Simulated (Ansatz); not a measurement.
## Ge: the change of pressure with volume scale

Periodic Kohn-Sham DFT of a crystal at fixed atoms, scaled to volume_scale times the given cell; pressure positive in compression, energy less spherical unpolarised free atoms, largest_vzz the field gradient of largest size among the nuclei. The results are calculated, by Ansatz 0.2.0.

The cell before it is scaled or strained (space group Fd-3m, No. 227):
```
Ge
1.0
      0.0000     2.8288     2.8288
      2.8288     0.0000     2.8288
      2.8288     2.8288     0.0000
Ge
2
Direct
  0.50000 0.50000 0.50000
  0.75000 0.75000 0.75000
```

Settings of every row: method frozen-core PAW; functional PBE; relativity scalar; k mesh 10x10x10; filling fermi-dirac; smearing width 0.05 eV; wave cutoff 420 eV; paw set soft_2.

Atom start moment: 0 on all atoms.

Limits: small gap, it may come from the mesh.

| row | volume scale | V (Å³/atom) | pressure (GPa) |
| --- | --- | --- | --- |
| 1 | 0.94 | 21.278 | 9.056 |
| 2 | 0.99 | 22.41 | ? |
| 3 | 1 | 22.636 | 3.654 |
| 4 | 1.01 | 22.863 | 2.927 |
| 5 | 1.06 | 23.995 | -0.213 |

Question: what pressure should row 2 give?

Worked fit of pressure. Take u = (V_r/V)^(2/3) − 1 with V_r = 22.749 Å³ an atom, which is twice the finite (Eulerian) strain; such expansions in the strain, on which the Birch-Murnaghan equation of state is built, carry the rest volume and the bulk modulus. The shown rows have u = 0.04557, 0.00333, -0.00333, -0.03493. Least squares give pressure = 3.2867 + 111.632 × u + 328.28 × u² GPa; a straight line predicts inner rows, each left out in turn, worse (root mean square 0.35 against 0.017 GPa). The rows lie off it by 0.001, -0.008, 0.008, -0.001 (root mean square 0.0057 GPa). The pressure vanishes at u = -0.0326, or V = 23.91 Å³ an atom, and there the bulk modulus at fixed shape and fractions is B = −V dP/dV = (2/3)(1 + u) dP/du = 58.2 GPa. The withheld row has u = 0.01006, so the fit gives 3.2867 + 111.632 × (0.01006) + 328.28 × (0.01006)² = 4.443 GPa.

The calculation gave 4.421 GPa. The fit lies 0.022 GPa (0.24 % of the column's range) above it; its largest miss of a shown row is 0.008 GPa.
